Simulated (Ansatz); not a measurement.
Ge under changes of volume

One of the cells (22.639 Å³/atom); the others are scaled copies at fixed shape and fractional positions:

```xyz
2
Lattice="0.0000 2.8289 2.8289 2.8289 0.0000 2.8289 2.8289 2.8289 0.0000" Properties=species:S:1:pos:R:3 pbc="T T T"
Ge    4.2434    4.2434    4.2434
Ge    2.8289    2.8289    2.8289
```

```yaml
Program: Ansatz 0.2.0
Functional: RPBE
Dispersion: D3(BJ)
Potentials_or_basis: Ansatz PAW
Cutoff: "420 eV (not typed: the program's choice for these potentials)"
k_mesh: 8 × 8 × 8
Occupations: fermi-dirac, width 0.05 eV
Spin: no spin polarisation
```

| volume (Å³/atom) | energy over the lowest point (meV/atom) | pressure (GPa) | gap on the mesh (eV) |
| --- | --- | --- | --- |
| 21.281 | 0.00 | -0.3 | 0.45 |
| 21.733 | 3.14 | -1.8 | 0.39 |
| 22.186 | 10.29 | -3.2 | 0.32 |
| 22.639 | 20.92 | -4.3 | 0.14 |
| 23.092 | 34.41 | -5.2 | none |
| 23.545 | 50.32 | -6.0 | none |
| 23.997 | ? | ? | ? |

Question: What does the run at 23.997 Å³/atom give?

Answer: Energy over the lowest point 68.31 meV/atom; pressure -6.7 GPa; gap on the mesh none.

Worked out: A Birch-Murnaghan fit of order 3 (a polynomial in V^(-2/3)) to the other rows has its minimum at 21.20 Å³/atom, just outside them, with B0 = V·E''(V) = 81 GPa and B' = 6.6. It gives 68.21 meV/atom at 23.997 Å³/atom, against the run's 68.31, and -dE/dV = -6.7 GPa, against -6.7.

Energies are extrapolated to zero smearing.

Caveats: the PAW data sets come from PBE, with cores solved anew for the run's functional, which leaves a small shift of forces and pressure; pairwise dispersion overbinds metals, which lowers pressure and volume (some runs).

A mesh can miss the band edges. Spin-orbit coupling on Ge is left out.

A gap of «none» marks a metal or a gap under the smearing width.
